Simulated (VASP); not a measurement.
# ZrC (Fm-3m) in VASP: further runs

The runs below take ZrC through relaxation of cell and atoms, atomic charges, electron localisation function, single point, with r2SCAN, PBEsol, PBE.

All numbers are computed with VASP 6.6.1; they aren't measurements. Logs are shortened: lines on timing, memory, paths and dates and some standing lists are left out, and cuts for length are marked.

## Step 1: The crystal as given

The structure is cubic, space group Fm-3m (No. 225). The conventional cell has a = 4.730 Å, b = 4.730 Å, c = 4.730 Å, α = 90.00°, β = 90.00°, γ = 90.00°. Zr (site symmetry m-3m) is surrounded by 6 C at 2.37 Å. Around C (site symmetry m-3m) lie 6 Zr at 2.37 Å.

## Step 2: Relaxation of cell and atoms, r2SCAN

File INCAR:

```
ALGO     = Normal         # electronic algorithm
EDIFF    = 1E-6           # SCF threshold, eV
EDIFFG   = -0.02          # ionic threshold
ENCUT    = 600            # plane-wave cutoff, eV
IBRION   = 2              # ionic algorithm
ISIF     = 3              # what is computed and relaxed
ISMEAR   = -1             # smearing method
LASPH    = T              # aspherical terms in the spheres
LCHARG   = F              # write CHGCAR
LMIXTAU  = T            
LREAL    = F              # projectors in reciprocal space
LWAVE    = F              # write WAVECAR
METAGGA  = R2SCAN         # meta-GGA
NELM     = 60             # most SCF steps
NSW      = 60             # ionic steps
PREC     = Accurate       # precision mode
SIGMA    = 0.05           # smearing width, eV
```

File KPOINTS:

```
k-points
0
Gamma
  8 8 8
```

File POSCAR:

```
ZrC
1.0
    0.0000000000      2.3650000000      2.3650000000
    2.3650000000      0.0000000000      2.3650000000
    2.3650000000      2.3650000000      0.0000000000
Zr C
1 1
Direct
    0.5000000000      0.5000000000      0.5000000000
    0.0000000000      0.0000000000      0.0000000000
```

Potentials or basis: VASP PAW PBE potentials, release 64 (Zr_sv, C).

The run is started by

```sh
cat potpaw_PBE.64/Zr_sv/POTCAR potpaw_PBE.64/C/POTCAR > POTCAR
mpirun -np 1 vasp_std > vasp.out
```

OUTCAR:

```text
EDIFF = 1E-6
   EDIFFG = -0.02
   ENCUT = 600
   IBRION = 2
   ISIF = 3
   ISMEAR = -1
   LASPH = T
   LREAL = F
   METAGGA = R2SCAN
   NELM = 60
   NSW = 60
   PREC = Accurate

 ion  position               nearest neighbor table
   1  0.500  0.500  0.500-   2 2.37   2 2.37   2 2.37   2 2.37   2 2.37   2 2.37
   2  0.000  0.000  0.000-   1 2.37   1 2.37   1 2.37   1 2.37   1 2.37   1 2.37

  LATTYP: Found a face centered cubic cell.
 ALAT       =     4.7300000000

  Lattice vectors:

 A1 = (   0.0000000000,   2.3650000000,   2.3650000000)
 A2 = (   2.3650000000,   0.0000000000,   2.3650000000)
 A3 = (   2.3650000000,   2.3650000000,   0.0000000000)

Analysis of symmetry for initial positions (statically):
=====================================================================
 Subroutine PRICEL returns:
 Original cell was already a primitive cell.

 Routine SETGRP: Setting up the symmetry group for a
 face centered cubic supercell.

 Subroutine GETGRP returns: Found 48 space group operations
 (whereof 48 operations were pure point group operations)
 out of a pool of 48 trial point group operations.

The static configuration has the point symmetry O_h .

Analysis of symmetry for dynamics (positions and initial velocities):
=====================================================================
 Subroutine PRICEL returns:
 Original cell was already a primitive cell.

 Routine SETGRP: Setting up the symmetry group for a
 face centered cubic supercell.

 Subroutine GETGRP returns: Found 48 space group operations
 (whereof 48 operations were pure point group operations)
 out of a pool of 48 trial point group operations.

The dynamic configuration has the point symmetry O_h .

 Subroutine INISYM returns: Found 48 space group operations
 (whereof 48 operations are pure point group operations),
 and found     1 'primitive' translations

----------------------------------------------------------------------------------------

                                     Primitive cell

  volume of cell :      26.4560

  direct lattice vectors                    reciprocal lattice vectors
     0.000000000  2.365000000  2.365000000    -0.211416490  0.211416490  0.211416490
     2.365000000  0.000000000  2.365000000     0.211416490 -0.211416490  0.211416490
     2.365000000  2.365000000  0.000000000     0.211416490  0.211416490 -0.211416490

  length of vectors
     3.344615075  3.344615075  3.344615075     0.366184103  0.366184103  0.366184103

  position of ions in fractional coordinates (direct lattice)
     0.500000000  0.500000000  0.500000000
     0.000000000  0.000000000  0.000000000

  ion indices of the primitive-cell ions
   primitive index   ion index
                 1           1
                 2           2

----------------------------------------------------------------------------------------

 KPOINTS: k-points

Automatic generation of k-mesh.
 Grid dimensions read from file:
 generate k-points for:    8    8    8

 Generating k-lattice:

  Cartesian coordinates                     Fractional coordinates (reciprocal lattice)
    -0.026427061  0.026427061  0.026427061     0.125000000  0.000000000  0.000000000
     0.026427061 -0.026427061  0.026427061     0.000000000  0.125000000  0.000000000
     0.026427061  0.026427061 -0.026427061     0.000000000  0.000000000  0.125000000

  Length of vectors
     0.045773013  0.045773013  0.045773013

  Shift w.r.t. Gamma in fractional coordinates (k-lattice)
     0.000000000  0.000000000  0.000000000

 Subroutine IBZKPT returns following result:
 ===========================================

 Found     29 irreducible k-points:

 Following reciprocal coordinates:
            Coordinates               Weight
  0.000000  0.000000  0.000000      1.000000
  0.125000  0.000000  0.000000      8.000000
  0.250000  0.000000  0.000000      8.000000
  0.375000  0.000000  0.000000      8.000000
  0.500000  0.000000  0.000000      4.000000
  0.125000  0.125000  0.000000      6.000000
[... 16 lines left out ...]
  0.500000  0.250000  0.125000     48.000000
 -0.375000  0.250000  0.125000     24.000000
 [... further k-points ...]
   k-points           NKPTS =     29   k-points in BZ     NKDIM =     29   number of bands    NBANDS=     12
   number of dos      NEDOS =    301   number of ions     NIONS =      2
   total plane-waves  NPLWV =  21952
   dimension x,y,z NGX =    28 NGY =   28 NGZ =   28
   dimension x,y,z NGXF=    56 NGYF=   56 NGZF=   56
   ions per type =               1   1
   NGX,Y,Z   is equivalent  to a cutoff of  13.92, 13.92, 13.92 a.u.
   NGXF,Y,Z  is equivalent  to a cutoff of  27.84, 27.84, 27.84 a.u.
 SYSTEM =  unknown system
   PREC   = accura    normal or accurate (medium, high low for compatibility)
   ISTART =      0    job   : 0-new  1-cont  2-samecut
   ICHARG =      2    charge: 1-file 2-atom 10-const
   ISPIN  =      1    spin polarized calculation?
   LNONCOLLINEAR =      F non collinear calculations
   LSORBIT =      F    spin-orbit coupling
   LASPH  =      T    aspherical Exc in radial PAW
   ENCUT  =  600.0 eV  44.10 Ry    6.64 a.u.   6.68  6.68  6.68*2*pi/ulx,y,z
   NELM   =     60;   NELMIN=  2; NELMDL= -5     # of ELM steps
   EDIFF  = 0.1E-05   stopping-criterion for ELM
   LREAL  =      F    real-space projection
   EDIFFG = -.2E-01   stopping-criterion for IOM
   NSW    =     60    number of steps for IOM
   IBRION =      2    ionic relax: 0-MD 1-quasi-New 2-CG
   NFREE  =      1    steps in history (QN), initial steepest desc. (CG)
   ISIF   =      3    stress and relaxation
   ISYM   =      2    0-nonsym 1-usesym 2-fastsym
   POTIM  = 0.5000    time-step for ionic-motion
   TEBEG  =    0.0;   TEEND  =   0.0 temperature during run
   PSTRESS=    0.0 pullay stress
   NELECT =      16.0000    total number of electrons
   NUPDOWN=      -1.0000    fix difference up-down
   EMIN   =  10.00;   EMAX   =-10.00  energy-range for DOS
   EFERMI =   0.00;   METHOD = LEGACY
   ISMEAR =    -1;   SIGMA  =   0.05  broadening in eV -4-tet -1-fermi 0-gaus
   EFERMI_NEDOS =   21; number of points for ismear=-14 and -15
   IALGO  =     38    algorithm
   IMIX   =      4    mixing-type and parameters
     AMIX     =   0.40;   BMIX     =  1.00
     AMIX_MAG =   1.60;   BMIX_MAG =  1.00
  volume/ion in A,a.u.               =      13.23        89.27
  Fermi-wavevector in a.u.,A,eV,Ry     =   1.384439  2.616209 26.077880  1.916670
  Thomas-Fermi vector in A             =   2.508943
   LORBIT       =      0    0 simple, 1 ext, 2 COOP (PROOUT), +10 PAW based schemes
   METAGGA = R2SCAN    functional components
   LHFCALC =     F    Hartree Fock is set to
   AEXX    =    0.0000 exact exchange contribution
   IVDW    =     0    specifies the selected vdW correction
   LEPSILON=     F    determine dielectric tensor
   LRPA    =     F    only Hartree local field effects (RPA)
 conjugate gradient relaxation of ions
 non-spin polarized calculation
  energy-cutoff  :      600.00
  volume of cell :       26.46
 maximum number of plane-waves:       903
   NGX = 13   NGY = 13   NGZ = 13

--------------------------------------- Ionic step        1  -------------------------------------------

 number of electron      16.0000000 magnetization

 Free energy of the ion-electron system (eV)
  ---------------------------------------------------
  ext. energy  EPLUGINS =         0.00000000
  ---------------------------------------------------
  free energy    TOTEN  =       -34.72086602 eV

  energy without entropy =      -34.71811207  energy(sigma->0) =      -34.71948905

------------------------ aborting loop because EDIFF is reached ----------------------------------------

  FORCE on cell =-STRESS in cart. coord.  units (eV):
  Direction    XX          YY          ZZ          XY          YZ          ZX
  --------------------------------------------------------------------------------------
  -------------------------------------------------------------------------------------
  Total       -0.4226471     -0.4226471     -0.4226471     -0.0000000      0.0000000      0.0000000
  in kB      -25.5955818    -25.5955818    -25.5955818     -0.0000000      0.0000000      0.0000000
  external PRESSURE =     -25.5955818 kB  Pullay stress =       0.0000000 kB
[... 57 lines left out ...]
  energy  without entropy=      -34.7134498980  energy(sigma->0) =      -34.71481903

--------------------------------------- Ionic step        3  -------------------------------------------

 number of electron      16.0000000 magnetization

 Free energy of the ion-electron system (eV)
  ---------------------------------------------------
  ext. energy  EPLUGINS =         0.00000000
  ---------------------------------------------------
  free energy    TOTEN  =       -34.72328440 eV

  energy without entropy =      -34.72053071  energy(sigma->0) =      -34.72190756

 E-fermi :   9.5040     XC(G=0): -12.9017

 val. band max:        9.3541175946   @ k =   0.3750   0.3750   0.0000
 cond. band min:       9.5195580203   @ k =   0.1250   0.1250   0.0000
 fundamental gap:      0.1654404257
 Fermi energy:         9.5039684081

 k-point     1 :       0.0000    0.0000    0.0000
  band No.  band energies     occupation
      1     -40.2910      2.00000
      2     -17.2979      2.00000
      3     -17.2979      2.00000
      4     -17.2979      2.00000
      5      -2.4504      2.00000
      6      10.4821      0.00000
      7      10.4821      0.00000
      8      10.4821      0.00000
      9      10.8741      0.00000
     10      10.8741      0.00000
     11      10.8741      0.00000
     12      12.5055      0.00000
[... 331 lines left out ...]
 k-point    24 :      -0.3750    0.2500    0.1250
  band No.  band energies     occupation
      1     -40.1707      2.00000
      2     -18.0255      2.00000
      3     -17.5939      2.00000
      4     -17.4480      2.00000
      5      -0.0519      2.00000
      6       5.1752      2.00000
      7       6.9156      2.00000
      8       7.0162      2.00000
      9      13.1873      0.00000
     10      13.6483      0.00000
     11      15.1217      0.00000
     12      17.9158      0.00000

 [... further k-points ...]

------------------------ aborting loop because EDIFF is reached ----------------------------------------

  FORCE on cell =-STRESS in cart. coord.  units (eV):
  Direction    XX          YY          ZZ          XY          YZ          ZX
  --------------------------------------------------------------------------------------
  -------------------------------------------------------------------------------------
  Total       -0.0026861     -0.0026861     -0.0026861     -0.0000000     -0.0000000      0.0000000
  in kB       -0.1645282     -0.1645282     -0.1645282     -0.0000000     -0.0000000      0.0000000
  external PRESSURE =      -0.1645282 kB  Pullay stress =       0.0000000 kB
[... 17 lines left out ...]
  FREE ENERGIE OF THE ION-ELECTRON SYSTEM (eV)
  ---------------------------------------------------
  free  energy   TOTEN  =       -34.7232844024 eV

  energy  without entropy=      -34.7205307090  energy(sigma->0) =      -34.72190756

 reached required accuracy - stopping structural energy minimisation
```

It took 1.7 min on 1 thread of Intel Xeon Platinum 8488C (Sapphire Rapids), shared host; peak memory 0.17 GiB.

What came out:

* Free energy: -34.7233 eV
* Relaxed volume: 13.08 Å³/atom
* Relaxed cell: a = 3.332 Å, b = 3.332 Å, c = 3.332 Å, α = 60.00°, β = 60.00°, γ = 60.00°
* Space group after relaxing (to 0.05 Å): Fm-3m (No. 225)
* Energy gained by relaxing: 1.2 meV/atom
* Ionic steps: 3
* Pressure after relaxing: 0.0 GPa
* Band gap on the k mesh: none (metal or under the smearing width)

The path:
| step | energy change (eV) | largest force (eV/Å) | pressure (GPa) | volume (Å³) |
| --- | --- | --- | --- | --- |
| 1 | 0.0000 | 0.0000 | -2.56 | 26.46 |
| 2 | 0.0047 | 0.0000 | 4.61 | 25.66 |
| 3 | -0.0024 | 0.0000 | -0.02 | 26.16 |

Final structure:
```yaml
crystal:
  lattice:
    - [0.00000, 2.35608, 2.35608]
    - [2.35608, 0.00000, 2.35608]
    - [2.35608, 2.35608, 0.00000]
  atoms:
    - { symbol: Zr, position: [0.50000, 0.50000, 0.50000] }
    - { symbol: C, position: [0.00000, 0.00000, 0.00000] }
```

Caveat: the PAW data sets were made with another functional, which shifts forces and pressure a little.

## Step 3: Atomic charges, PBEsol

File INCAR:

```
SYSTEM = ZrC
PREC = Accurate ; ENCUT = 520
EDIFF = 1E-6 ; ISMEAR = 0
SIGMA = 0.02 ; LREAL = .FALSE.
LASPH = .TRUE. ; NELM = 80
ALGO = Normal ; ISIF = 2
LWAVE = .FALSE. ; LCHARG = .FALSE.
GGA = PS ; LORBIT = 10
```

File KPOINTS:

```
regular mesh
0
G
  10 10 10
  0 0 0
```

POSCAR is that of step 2.

Potentials or basis: VASP PAW PBE potentials, release 64 (Zr_sv, C).

The run is started by

```sh
cat potpaw_PBE.64/Zr_sv/POTCAR potpaw_PBE.64/C/POTCAR > POTCAR
mpirun -np 1 vasp_std > vasp.out
```

Run time: 18 s. Hardware: 1 thread of Intel Xeon Platinum 8375C at 2.90GHz (Ice Lake), shared host; peak memory 0.16 GiB.

It converged, with:

- Free energy: -20.5462 eV
- Pressure: -8.2 GPa
- Band gap on the k mesh: none (metal or under the smearing width)
- Valence electrons inside the program's atomic spheres: Zr 9.82; C 2.33

Levels at points of the mesh, in eV from the Fermi level:
```
           k point  band 6  band 7  band 8  band 9  band 10  band 11
(0.00, 0.00, 0.00)    0.95    0.95    0.95    1.05     1.05     1.05
(0.50, 0.00, 0.00)   -5.26   -2.87   -2.87    4.40     4.40     5.22
(0.50, 0.50, 0.00)   -2.09   -1.75    0.05    0.05     4.37     5.55
```

Caveat: the PAW data sets were made with another functional, which shifts forces and pressure a little.

(Part 1 of 2 ends here.)
